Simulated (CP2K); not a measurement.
Runs of CP2K 2026.2 on CsH. The structure is cubic, space group Fm-3m (No. 225). Conventional cell: a = 6.376 Å, b = 6.376 Å, c = 6.376 Å, α = 90.00°, β = 90.00°, γ = 90.00°. Around Cs (site symmetry m-3m) lie 6 H at 3.19 Å. H (site symmetry m-3m) has 6 Cs at 3.19 Å as nearest neighbours. 

```tsv
task	level	potentials or basis	smearing	EPS_DEFAULT	points a segment of the path (NPOINTS)	bands added on the path	CUTOFF of the grids	gap on the mesh (eV)	pressure (GPa)
band structure	LDA	GTH_POTENTIALS Cs GTH-PADE-q9, H GTH-PADE-q1; TZVP-MOLOPT-PBE-GTH basis	fermi-dirac 0.0259 eV	1.0E-10	6	4	550 Ry	2.24	-1.0
band structure	TASK	POTENTIAL_UZH Cs GTH-SCAN-q9, H GTH-SCAN-q1; TZVP-MOLOPT-SCAN-GTH basis	fermi-dirac 0.0259 eV	1.0E-10	6	4	800 Ry	4.60	4.4
band structure	SCAN	POTENTIAL_UZH Cs GTH-SCAN-q9, H GTH-SCAN-q1; TZVP-MOLOPT-SCAN-GTH basis	fermi-dirac 0.05 eV	1.0E-9	8	2	800 Ry	(a)	0.2
band structure	LDA	GTH_POTENTIALS Cs GTH-PADE-q9, H GTH-PADE-q1; TZVP-MOLOPT-PBE-GTH basis	fermi-dirac 0.01 eV	1.0E-9	6	2	550 Ry	2.24	-1.0
```

Alike in all rows: no spin polarisation; cell as given; k mesh 7 × 7 × 7.

Estimate the missing entries.

(a) 2.82.

Caveats: spin-orbit coupling is left out, which moves the levels of the heavy elements; the mesh misses the band edges, which the band path finds closer together; the basis of atomic orbitals isn't converged, which shifts pressures, moduli and gaps; the potentials were made for another functional, which shifts forces and pressure (some runs).

A k mesh can miss the band edges, and the runs leave out spin-orbit coupling on Cs.

Not every run made on this cell is shown here.
